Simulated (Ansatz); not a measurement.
A crystal relaxed with r2SCAN in Ansatz has space group Fm-3m (No. 225) and a = 6.177 Å.

| atom | site | x | y | z |
| --- | --- | --- | --- | --- |
| Xx | 4a | 0.0000 | 0.0000 | 0.0000 |
| Se | 4b | 0.5000 | 0.0000 | 0.0000 |

The r2SCAN gap is direct at L: 0.66 eV. HSE06 gives a direct gap of 0.79 eV at L. PBE gives a direct gap of 0.37 eV at L. Meshes: r2SCAN 8×8×8, HSE06 6×6×6, PBE 8×8×8. r2SCAN's ε∞ is 17.0 in all directions.

**Question.** Which element is Xx?
A. Ge
B. Pb
C. C
D. Si

**Answer.** B. Xx is Pb: PbSe in the rocksalt structure. Pb is surrounded by 6 Se at 3.09 Å; Se is surrounded by 6 Pb at 3.09 Å.

No spin polarisation and no zero-point or thermal motion.

Spin-orbit coupling is left out; in compounds of Pb, Bi, Tl or Hg it can lower a gap by up to about 1 eV, split its edges or invert the bands.

The meshes of the hybrids are coarse, so their gaps aren't converged to the digits shown.
